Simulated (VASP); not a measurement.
# PbSe2 (I4/mcm) in VASP: equation of state

How stiff is PbSe2 in PBEsol, and what volume does it want? The cell is scaled to several volumes.

Everything below comes from runs of VASP 6.6.1. Logs are shortened: lines on timing, memory, paths and dates and some standing lists are left out, and cuts for length are marked.

### 1 The crystal as given

Symmetry: I4/mcm, No. 140, tetragonal system. Conventional cell: a = 6.477 Å, b = 6.477 Å, c = 7.804 Å, α = 90.00°, β = 90.00°, γ = 90.00°. Around Pb (site symmetry 422) lie 8 Se at 3.20 Å. Se (site symmetry m2m) is surrounded by 1 Se at 2.38 Å.

The cell comes from a database or a generator and needn't be the stable form of this composition.

### 2 Equation of state, PBEsol, 25.65 Å³/atom (volume scaled by 0.94)

INCAR

```
SYSTEM = PbSe2
PREC     = Accurate       ! precision mode
ENCUT    = 520            ! plane-wave cutoff, eV
EDIFF    = 1E-7           ! SCF threshold, eV
ISMEAR   = -1             ! smearing method
SIGMA    = 0.05           ! smearing width, eV
LREAL    = .False.        ! projectors in reciprocal space
LASPH    = .True.         ! aspherical terms in the spheres
NELM     = 60             ! most SCF steps
ALGO     = Normal         ! electronic algorithm
ISIF     = 2              ! what is computed and relaxed
LWAVE    = .False.        ! write WAVECAR
LCHARG   = .False.        ! write CHGCAR
GGA      = PS             ! functional
NBANDS   = 35             ! bands
KPAR     = 2
```

KPOINTS

```
Automatic mesh
0
Gamma
  6 6 6
  0 0 0
```

POSCAR

```
PbSe2
1.0
   -3.1725198588      3.1725198588      3.8225372792
    3.1725198588     -3.1725198588      3.8225372792
    3.1725198588      3.1725198588     -3.8225372792
Pb Se
2 4
Direct
    0.7500000000      0.7500000000      0.0000000000
    0.2500000000      0.2500000000      0.0000000000
    0.1298167350      0.3701832650      0.5000000000
    0.8701832650      0.6298167350      0.5000000000
    0.3701832650      0.8701832650      0.2403665300
    0.6298167350      0.1298167350      0.7596334700
```

Potentials or basis: VASP PAW PBE potentials, release 64 (Pb_d, Se).

On the command line:

```console
> cat potpaw_PBE.64/Pb_d/POTCAR potpaw_PBE.64/Se/POTCAR > POTCAR
> mpirun -np 2 vasp_std > vasp.out
```

OUTCAR:

```text
SYSTEM = PbSe2
   PREC = Accurate
   ENCUT = 520
   EDIFF = 1E-7
   ISMEAR = -1
   LREAL = .False.
   LASPH = .True.
   NELM = 60
   ISIF = 2
   GGA = PS

 Found     30 irreducible k-points:

 Following reciprocal coordinates:
            Coordinates               Weight
  0.000000  0.000000  0.000000      1.000000
  0.166667  0.000000 -0.000000      8.000000
  0.333333 -0.000000  0.000000      8.000000
  0.500000  0.000000  0.000000      4.000000
  0.166667  0.166667  0.000000      8.000000
  0.333333  0.166667  0.000000     16.000000
   k-points           NKPTS =     30   k-points in BZ     NKDIM =     30   number of bands    NBANDS=     35
   number of dos      NEDOS =    301   number of ions     NIONS =      6
   total plane-waves  NPLWV = 110592
   dimension x,y,z NGX =    48 NGY =   48 NGZ =   48
   dimension x,y,z NGXF=    96 NGYF=   96 NGZF=   96
   ions per type =               2   4
   NGX,Y,Z   is equivalent  to a cutoff of  13.54, 13.54, 13.54 a.u.
   NGXF,Y,Z  is equivalent  to a cutoff of  27.08, 27.08, 27.08 a.u.
 SYSTEM =  PbSe2
   PREC   = accura    normal or accurate (medium, high low for compatibility)
   ISTART =      0    job   : 0-new  1-cont  2-samecut
   ICHARG =      2    charge: 1-file 2-atom 10-const
   ISPIN  =      1    spin polarized calculation?
   LNONCOLLINEAR =      F non collinear calculations
   LSORBIT =      F    spin-orbit coupling
   LASPH  =      T    aspherical Exc in radial PAW
   ENCUT  =  520.0 eV  38.22 Ry    6.18 a.u.  10.96 10.96 10.96*2*pi/ulx,y,z
   NELM   =     60;   NELMIN=  2; NELMDL= -5     # of ELM steps
   EDIFF  = 0.1E-06   stopping-criterion for ELM
   LREAL  =      F    real-space projection
   EDIFFG = 0.1E-05   stopping-criterion for IOM
   NSW    =      0    number of steps for IOM
   IBRION =     -1    ionic relax: 0-MD 1-quasi-New 2-CG
   NFREE  =      0    steps in history (QN), initial steepest desc. (CG)
   ISIF   =      2    stress and relaxation
   ISYM   =      2    0-nonsym 1-usesym 2-fastsym
   POTIM  = 0.5000    time-step for ionic-motion
   TEBEG  =    0.0;   TEEND  =   0.0 temperature during run
   PSTRESS=    0.0 pullay stress
   NELECT =      52.0000    total number of electrons
   NUPDOWN=      -1.0000    fix difference up-down
   EMIN   =  10.00;   EMAX   =-10.00  energy-range for DOS
   EFERMI =   0.00;   METHOD = LEGACY
   ISMEAR =    -1;   SIGMA  =   0.05  broadening in eV -4-tet -1-fermi 0-gaus
   EFERMI_NEDOS =   21; number of points for ismear=-14 and -15
   IALGO  =     38    algorithm
   IMIX   =      4    mixing-type and parameters
     AMIX     =   0.40;   BMIX     =  1.00
     AMIX_MAG =   1.60;   BMIX_MAG =  1.00
  volume/ion in A,a.u.               =      25.65       173.09
  Fermi-wavevector in a.u.,A,eV,Ry     =   1.140256  2.154772 17.690082  1.300184
  Thomas-Fermi vector in A             =   2.276959
   LORBIT       =      0    0 simple, 1 ext, 2 COOP (PROOUT), +10 PAW based schemes
   GGA     = PS    functional components
   LHFCALC =     F    Hartree Fock is set to
   AEXX    =    0.0000 exact exchange contribution
   IVDW    =     0    specifies the selected vdW correction
   LEPSILON=     F    determine dielectric tensor
   LRPA    =     F    only Hartree local field effects (RPA)
 non-spin polarized calculation
  energy-cutoff  :      520.00
  volume of cell :      153.89
 maximum number of plane-waves:      4186
 NGX is ok and might be reduce to    48
   NGX = 21   NGY = 21   NGZ = 21

 number of electron      51.9999995 magnetization

 Free energy of the ion-electron system (eV)
  ---------------------------------------------------
  ext. energy  EPLUGINS =         0.00000000
  ---------------------------------------------------
  free energy    TOTEN  =       -25.26498955 eV

  energy without entropy =      -25.26221510  energy(sigma->0) =      -25.26360233

 E-fermi :   5.3970     XC(G=0):  -9.9995

 val. band max:        5.3468494710   @ k =  -0.1667  -0.1667   0.1667
 cond. band min:       5.4057342258   @ k =  -0.3333  -0.3333   0.3333
 fundamental gap:      0.0588847547
 Fermi energy:         5.3969600350

 k-point     1 :       0.0000    0.0000    0.0000
  band No.  band energies     occupation
      1     -11.6964      2.00000
      2     -11.6964      2.00000
      3     -11.6924      2.00000
      4     -11.6424      2.00000
      5     -11.6048      2.00000
      6     -11.5976      2.00000
[... 27 lines left out ...]
     34      10.0146      0.00000
     35      10.4166      0.00000

 k-point     2 :       0.1667    0.0000   -0.0000
  band No.  band energies     occupation
      1     -11.6931      2.00000
      2     -11.6886      2.00000
      3     -11.6832      2.00000
      4     -11.6372      2.00000
      5     -11.6056      2.00000
      6     -11.6029      2.00000
[... 27 lines left out ...]
     34      10.2200      0.00000
     35      10.2749      0.00000

 k-point     3 :       0.3333   -0.0000    0.0000
  band No.  band energies     occupation
      1     -11.6795      2.00000
      2     -11.6686      2.00000
      3     -11.6580      2.00000
      4     -11.6279      2.00000
      5     -11.6220      2.00000
      6     -11.6133      2.00000
[... 27 lines left out ...]
     34       9.9193      0.00000
     35      11.4556      0.00000

 k-point     4 :       0.5000    0.0000    0.0000
  band No.  band energies     occupation
      1     -11.6546      2.00000
      2     -11.6546      2.00000
      3     -11.6418      2.00000
      4     -11.6418      2.00000
      5     -11.6229      2.00000
      6     -11.6229      2.00000
[... 27 lines left out ...]
     34       9.5753      0.00000
     35      12.1014      0.00000

 k-point     5 :       0.1667    0.1667    0.0000
  band No.  band energies     occupation
      1     -11.6847      2.00000
      2     -11.6662      2.00000
      3     -11.6597      2.00000
      4     -11.6337      2.00000
      5     -11.6190      2.00000
      6     -11.6117      2.00000
[... 27 lines left out ...]
     34      10.1832      0.00000
     35      10.8648      0.00000

 k-point     6 :       0.3333    0.1667    0.0000
  band No.  band energies     occupation
      1     -11.6653      2.00000
      2     -11.6552      2.00000
      3     -11.6404      2.00000
      4     -11.6293      2.00000
      5     -11.6268      2.00000
      6     -11.6208      2.00000
[... 27 lines left out ...]
     34       9.9661      0.00000
     35      11.3758      0.00000

 [... further k-points ...]

------------------------ aborting loop because EDIFF is reached ----------------------------------------

  FORCE on cell =-STRESS in cart. coord.  units (eV):
  Direction    XX          YY          ZZ          XY          YZ          ZX
  --------------------------------------------------------------------------------------
  -------------------------------------------------------------------------------------
  Total        2.2580321      2.2580321      0.7463721      0.0000000     -0.0000000      0.0000000
  in kB       23.5082485     23.5082485      7.7704393      0.0000000     -0.0000000      0.0000000
  external PRESSURE =      18.2623121 kB  Pullay stress =       0.0000000 kB

 VOLUME and BASIS-vectors are now :
 -----------------------------------------------------------------------------
  energy-cutoff  :      520.00
  volume of cell :      153.89
      direct lattice vectors                 reciprocal lattice vectors
    -3.172519859  3.172519859  3.822537279     0.000000000  0.157603426  0.130803172
     3.172519859 -3.172519859  3.822537279     0.157603426  0.000000000  0.130803172
     3.172519859  3.172519859 -3.822537279     0.157603426  0.157603426  0.000000000

 POSITION                                       TOTAL-FORCE (eV/Angst)
 -----------------------------------------------------------------------------------
      0.00000      0.00000      5.73381         0.000000      0.000000      0.000000
      0.00000      0.00000      1.91127         0.000000      0.000000      0.000000
      2.34883      0.82369      0.00000        -0.415174      0.415174      0.000000
      0.82369      2.34883      3.82254         0.415174     -0.415174      0.000000
      2.34883     -0.82369      3.82254        -0.415174     -0.415174     -0.000000
      0.82369      3.99621     -0.00000         0.415174      0.415174      0.000000
 -----------------------------------------------------------------------------------
    total drift:                               -0.000000      0.000000      0.000000

  FREE ENERGIE OF THE ION-ELECTRON SYSTEM (eV)
  ---------------------------------------------------
  free  energy   TOTEN  =       -25.2649895476 eV

  energy  without entropy=      -25.2622151045  energy(sigma->0) =      -25.26360233
```

Wall time 41 s (2 MPI ranks of Intel Xeon 6975P-C (Granite Rapids), shared host); peak memory 0.38 GiB.

Results:

```
Free energy            : -25.2650 eV
Pressure               : 1.8 GPa
Largest force          : 0.587 eV/Å
Band gap on the k mesh : none (metal or under the smearing width)
```

Caveat: the PAW data sets were made with another functional, which shifts forces and pressure a little.

### 3 Equation of state, PBEsol, 26.19 Å³/atom (volume scaled by 0.96)

INCAR is that of step 2.

KPOINTS is that of step 2.

Changes to POSCAR since step 2:

```diff
@@ -2,5 +2,5 @@
 1.0
-   -3.1725198588      3.1725198588      3.8225372792
-    3.1725198588     -3.1725198588      3.8225372792
-    3.1725198588      3.1725198588     -3.8225372792
+   -3.1948622841      3.1948622841      3.8494574427
+    3.1948622841     -3.1948622841      3.8494574427
+    3.1948622841      3.1948622841     -3.8494574427
 Pb Se
```

Potentials or basis: VASP PAW PBE potentials, release 64 (Pb_d, Se).

On the command line:

```console
> cat potpaw_PBE.64/Pb_d/POTCAR potpaw_PBE.64/Se/POTCAR > POTCAR
> mpirun -np 2 vasp_std > vasp.out
```

It took 41 s on 2 MPI ranks of Intel Xeon 6975P-C (Granite Rapids), shared host; peak memory 0.39 GiB.

Results (log left out):

- Free energy: -25.2890 eV
- Pressure: 0.5 GPa
- Largest force: 0.451 eV/Å
- Band gap on the k mesh: none (metal or under the smearing width)

Caveat: the PAW data sets were made with another functional, which shifts forces and pressure a little.

### 4 Equation of state, PBEsol, 26.74 Å³/atom (volume scaled by 0.98)

INCAR is that of step 3.

KPOINTS is that of step 3.

Changes to POSCAR since step 3:

```diff
@@ -2,5 +2,5 @@
 1.0
-   -3.1948622841      3.1948622841      3.8494574427
-    3.1948622841     -3.1948622841      3.8494574427
-    3.1948622841      3.1948622841     -3.8494574427
+   -3.2168965134      3.2168965134      3.8760062640
+    3.2168965134     -3.2168965134      3.8760062640
+    3.2168965134      3.2168965134     -3.8760062640
 Pb Se
```

On the command line:

```console
> cat potpaw_PBE.64/Pb_d/POTCAR potpaw_PBE.64/Se/POTCAR > POTCAR
> mpirun -np 2 vasp_std > vasp.out
```

It took 42 s on 2 MPI ranks of Intel Xeon 6975P-C (Granite Rapids), shared host; peak memory 0.39 GiB.

It converged, with:

- Free energy: -25.2868 eV
- Pressure: -0.7 GPa
- Largest force: 0.324 eV/Å
- Band gap on the k mesh: none (metal or under the smearing width)

Caveat: the PAW data sets were made with another functional, which shifts forces and pressure a little.

### 5 Equation of state, PBEsol, 27.83 Å³/atom (volume scaled by 1.02)

INCAR is that of step 4.

KPOINTS is that of step 4.

Changes to POSCAR since step 4:

```diff
@@ -2,5 +2,5 @@
 1.0
-   -3.2168965134      3.2168965134      3.8760062640
-    3.2168965134     -3.2168965134      3.8760062640
-    3.2168965134      3.2168965134     -3.8760062640
+   -3.2600814855      3.2600814855      3.9280394027
+    3.2600814855     -3.2600814855      3.9280394027
+    3.2600814855      3.2600814855     -3.9280394027
 Pb Se
```

On the command line:

```console
> cat potpaw_PBE.64/Pb_d/POTCAR potpaw_PBE.64/Se/POTCAR > POTCAR
> mpirun -np 2 vasp_std > vasp.out
```

It took 42 s on 2 MPI ranks of Intel Xeon 6975P-C (Granite Rapids), shared host; peak memory 0.39 GiB.

The run converged. Its results:

```
Free energy            : -25.2152 eV
Pressure               : -2.8 GPa
Largest force          : 0.099 eV/Å
Band gap on the k mesh : none (metal or under the smearing width)
```

Caveat: the PAW data sets were made with another functional, which shifts forces and pressure a little.

### 6 Equation of state, PBEsol, 28.38 Å³/atom (volume scaled by 1.04)

INCAR is that of step 5.

KPOINTS is that of step 5.

Changes to POSCAR since step 5:

```diff
@@ -2,5 +2,5 @@
 1.0
-   -3.2600814855      3.2600814855      3.9280394027
-    3.2600814855     -3.2600814855      3.9280394027
-    3.2600814855      3.2600814855     -3.9280394027
+   -3.2812514389      3.2812514389      3.9535468668
+    3.2812514389     -3.2812514389      3.9535468668
+    3.2812514389      3.2812514389     -3.9535468668
 Pb Se
```

Potentials or basis: VASP PAW PBE potentials, release 64 (Pb_d, Se).

On the command line:

```console
> cat potpaw_PBE.64/Pb_d/POTCAR potpaw_PBE.64/Se/POTCAR > POTCAR
> mpirun -np 2 vasp_std > vasp.out
```

It took 40 s on 2 MPI ranks of Intel Xeon 6975P-C (Granite Rapids), shared host; peak memory 0.4 GiB.

Results (log left out):

- Free energy: -25.1505 eV
- Pressure: -3.6 GPa
- Band gap on the k mesh: none (metal or under the smearing width)

Caveat: the PAW data sets were made with another functional, which shifts forces and pressure a little.

### 7 Equation of state, PBEsol, 28.92 Å³/atom (volume scaled by 1.06)

INCAR is that of step 6.

KPOINTS is that of step 6.

Changes to POSCAR since step 6:

```diff
@@ -2,5 +2,5 @@
 1.0
-   -3.2812514389      3.2812514389      3.9535468668
-    3.2812514389     -3.2812514389      3.9535468668
-    3.2812514389      3.2812514389     -3.9535468668
+   -3.3021516931      3.3021516931      3.9787293729
+    3.3021516931     -3.3021516931      3.9787293729
+    3.3021516931      3.3021516931     -3.9787293729
 Pb Se
```

On the command line:

```console
> cat potpaw_PBE.64/Pb_d/POTCAR potpaw_PBE.64/Se/POTCAR > POTCAR
> mpirun -np 2 vasp_std > vasp.out
```

Run time: 40 s. Hardware: 2 MPI ranks of Intel Xeon 6975P-C (Granite Rapids), shared host; peak memory 0.4 GiB.

The run converged. Its results:

* Free energy: -25.0694 eV
* Pressure: -4.4 GPa
* Largest force: 0.097 eV/Å
* Band gap on the k mesh: none (metal or under the smearing width)

Caveat: the PAW data sets were made with another functional, which shifts forces and pressure a little.

### 8 Equation of state, PBEsol

Potentials or basis: VASP PAW PBE potentials, release 64 (Pb_d, Se).

This step only gathers the single runs of the series.

Results:

```yaml
Equilibrium_volume: 26.42 Å³/atom
Bulk_modulus_at_fixed_shape_and_positions: 59 GPa
Pressure_derivative_of_the_bulk_modulus: 4.6
```

Energy against volume, from the lowest point:
```
volume (Å³/atom)  energy (meV/atom)
          25.649               4.00
          26.195               0.00
          26.740               0.36
          27.286               4.60
          27.832              12.29
          28.378              23.07
          28.923              36.59
```

Caveat: the cell was scaled at fixed shape and fractional positions, which overstates the stiffness of a crystal with free parameters, most of all of layers and chains; the PAW data sets were made with another functional, which shifts forces and pressure a little. The run has no spin-orbit coupling, so splittings on Pb are missing.
